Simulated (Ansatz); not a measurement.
**Kick test of a cell of MgO**

The cell was reached from a generator's guess, though it ends in a space group that the Crystallography Open Database lists for this formula.

All numbers below come from DFT PBE, scalar-relativistic, plane waves, PAW in Ansatz 0.2.0. Plane waves to 420 eV, a k mesh through Γ of 10×10×10 on the computed 2-atom cell and Gaussian smearing (0.02 eV); no spin polarisation.

The cell below (2 atoms, space group Fm-3m (No. 225)) is relaxed within its symmetry.

```yaml
crystal:
  lattice:
    - [0.00000, 2.12681, 2.12681]
    - [2.12681, 0.00000, 2.12681]
    - [2.12681, 2.12681, 0.00000]
  atoms:
    - { symbol: Mg, position: [0.00000, 0.00000, 0.00000] }
    - { symbol: O, position: [0.50000, 0.50000, 0.50000] }
```

For the test a repeat of it with 8 atoms (edges 3.01, 5.21, 5.21 Å) was strained at random (σ = 1.5 % a component), the atoms were moved at random (σ = 0.10 Å), and all was relaxed again on a coarse 4×4×4 mesh (in the run’s order of axes) with 0.10 eV smearing, with no symmetry imposed.

Problem. What happens?

Solution. It returns, within 1 meV/atom of the unmoved cell on that mesh and with the same symmetry when read at 0.1 Å. So it is stable against the distortions that fit this cell and that this random move excites. Modes that don't fit the cell aren't tested.
